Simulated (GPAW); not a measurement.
A run of GPAW 26.7.0 is set up as follows.

The input run.py:

```python
from ase import Atoms
from ase.filters import FrechetCellFilter
from ase.io import write
from ase.optimize import BFGS
from ase.units import GPa
from gpaw import GPAW, PW

atoms = Atoms(['Cd', 'Se'],
              cell=[[3.55686, 0.0, 0.0],
                    [0.0, 3.55686, 0.0],
                    [0.0, 0.0, 3.55686]],
              scaled_positions=[[0.5, 0.5, 0.5],
                                [0.0, 0.0, 0.0]],
              pbc=True)

calc = GPAW(mode=PW(600),
            xc='PBE',
            kpts={'size': (8, 8, 8), 'gamma': True},
            occupations={'name': 'fermi-dirac', 'width': 0.05},
            nbands=18,
            convergence={'density': 1e-05, 'forces': 0.0001},
            maxiter=150,
            txt='gpaw.txt')
atoms.calc = calc
opt = BFGS(FrechetCellFilter(atoms, scalar_pressure=2 * GPa), trajectory='relax.traj', logfile='-')
done = opt.run(fmax=0.02, steps=60)
calc.write('gs.gpw')
write('result.traj', atoms)
print('Converged:', done)
print('Cell:', atoms.cell.cellpar().round(4))
print('Volume:', round(atoms.get_volume(), 4))
print(atoms.get_scaled_positions().round(5))
```

Potentials or basis: GPAW PAW data sets (gpaw-data 1.2.1), pw.

Command:

```bash
$ OMP_NUM_THREADS=1 python run.py
```

Q: Estimate the relaxed cell.

A: a = 3.514 Å, b = 3.514 Å, c = 3.514 Å, α = 90.00°, β = 90.00°, γ = 90.00°.

Q: Predict the band gap on the k mesh.

A: None (metal or under the smearing width).

The path:
| step | energy change (eV) | largest force (eV/Å) | pressure (GPa) | volume (Å³) |
| --- | --- | --- | --- | --- |
| 1 | 0.0000 | 0.0000 | -0.16 | 45.00 |
| 2 | 0.0001 | 0.0000 | 0.22 | 44.71 |
| 3 | 0.0093 | 0.0000 | 2.08 | 43.40 |

Caveat: later steps reuse the first step's grids.
